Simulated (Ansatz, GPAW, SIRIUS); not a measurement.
One calculation of TaN, 4 ways

```
Ta N
1.0
     2.93800    0.00000    0.00000
    -1.46900    2.54438    0.00000
     0.00000    0.00000    2.88300
Ta N
1 1
Direct
  0.00000 0.00000 0.50000
  0.66667 0.33333 0.00000
```

Alike in all runs: task single point; functional PBEsol; k mesh 10 × 10 × 9; occupations fermi-dirac, width 0.05 eV; no spin polarisation; no spin-orbit coupling. Pressure is positive in compression and, in plane waves, holds the error of the finite cutoff, which Ansatz's Pulay term estimates and takes out.

| program and potentials | plane-wave cutoff (eV) | notes | pressure (GPa) |
| --- | --- | --- | --- |
| Ansatz, Ansatz PAW | 420 | potentials made for PBE, which Ansatz adapts in part; Pulay term of +0.47 GPa included | -4.87 |
| GPAW, PAW data sets generated for this functional | 800 | - | ? |
| Ansatz, all-electron LAPW, scalar-relativistic | - | - | -4.78 |
| SIRIUS, PseudoDojo 0.4.1 PBEsol standard (scalar relativistic) | 1152 | - | -5.14 |

Task: Estimate from the other rows what the run with GPAW, PAW data sets generated for this functional gave.

Result: Pressure -4.98 GPa. The other rows, which needn't bracket it: pressure -5.14 to -4.78.
